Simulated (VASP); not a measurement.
Here is a VASP 6.6.1 calculation.

POSCAR

```
BeTe
1.0
    0.0000000000      2.8286228811      2.8286228811
    2.8286228811      0.0000000000      2.8286228811
    2.8286228811      2.8286228811      0.0000000000
Be Te
1 1
Direct
    0.0000000000      0.0000000000      0.0000000000
    0.2500000000      0.2500000000      0.2500000000
```

File INCAR.step1:

```
SYSTEM = BeTe
PREC = Accurate
ENCUT = 520
EDIFF = 1E-5
ISMEAR = 0
SIGMA = 0.01
LREAL = .False.
LASPH = .True.
NELM = 100
ALGO = Normal
ISIF = 2
LWAVE = .True.
NBANDS = 11
GGA = PE
```

File INCAR.step2:

```
SYSTEM = BeTe
PREC = Accurate
ENCUT = 520
EDIFF = 1E-6
ISMEAR = 0
SIGMA = 0.01
LREAL = .False.
LASPH = .True.
NELM = 100
ALGO = Normal
ISIF = 2
LWAVE = .False.
LCHARG = .True.
METAGGA = R2SCAN
LHFCALC = .True.
AEXX = 0.25
LMIXTAU = .True.
PRECFOCK = Normal
HFRCUT = -1
LELF = .True.
LVHAR = .True.
NBANDS = 11
ISTART = 1
```

File KPOINTS:

```
regular mesh
0
Gamma
  6 6 6
  0 0 0
```

Potentials or basis: VASP PAW PBE potentials, release 64 (Be, Te).

The run is started by

```console
$ cat potpaw_PBE.64/Be/POTCAR potpaw_PBE.64/Te/POTCAR > POTCAR
$ cp INCAR.step1 INCAR
$ mpirun -np 1 vasp_std > vasp.out
$ cp INCAR.step2 INCAR
$ mpirun -np 1 vasp_std > vasp.out
```

Problem. Estimate the band gap on the k mesh.

Solution. 3.54 eV, indirect (least direct gap 5.40 eV).

Problem. What does it give for the pressure?

Solution. -0.9 GPa.

Caveat: the PAW data sets were made with another functional, which shifts forces and pressure a little; spin-orbit coupling is left out, which moves the levels of the heavy elements. A k mesh can miss the band edges.
